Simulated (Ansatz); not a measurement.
Space group F-43m (No. 216). a = 5.516 Å, b = 5.516 Å, c = 5.516 Å, α = 90.00°, β = 90.00°, γ = 90.00°
| atom | site | symmetry | x | y | z |
| --- | --- | --- | --- | --- | --- |
| Li | 4a | -43m | 0.0000 | 0.0000 | 0.0000 |
| Cl | 4d | -43m | 0.2500 | 0.2500 | 0.7500 |

Equation of state of this LiCl structure (not necessarily the ground state), with shape and atoms relaxed at each volume where symmetry leaves them free. All numbers below come from DFT PBE, scalar-relativistic, plane waves, PAW (Ansatz).

Settings: cutoff 420 eV, Γ-centred mesh 8×8×8 on the computed 2-atom cell, Gaussian smearing of 0.02 eV; no spin polarisation.

```tsv
V (Å³/atom)	E − E(largest V) (meV/atom)	P (GPa)	gap on mesh (eV)
18.458	15.18	4.07	6.42
19.087	1.77	2.80	6.29
19.716	-7.03	1.71	6.17
20.346	-11.90	0.79	6.06
20.975	-13.42	0.00	5.96
21.604	-12.08	-0.67	5.86
22.233	-8.28	-1.25	5.76
23.072	0.00	-1.89	5.65
```

Task: Fit a third-order Birch–Murnaghan equation, E = E0 + (9V0B0/16)·[(x − 1)³B0' + (x − 1)²(6 − 4x)] with x = (V0/V)^(2/3), to E(V).

Result: V0 = 20.98 Å³/atom, B0 = 24 GPa, B0' = 4.2.

The cell was found from a structure generator's guess, not taken from experiment.
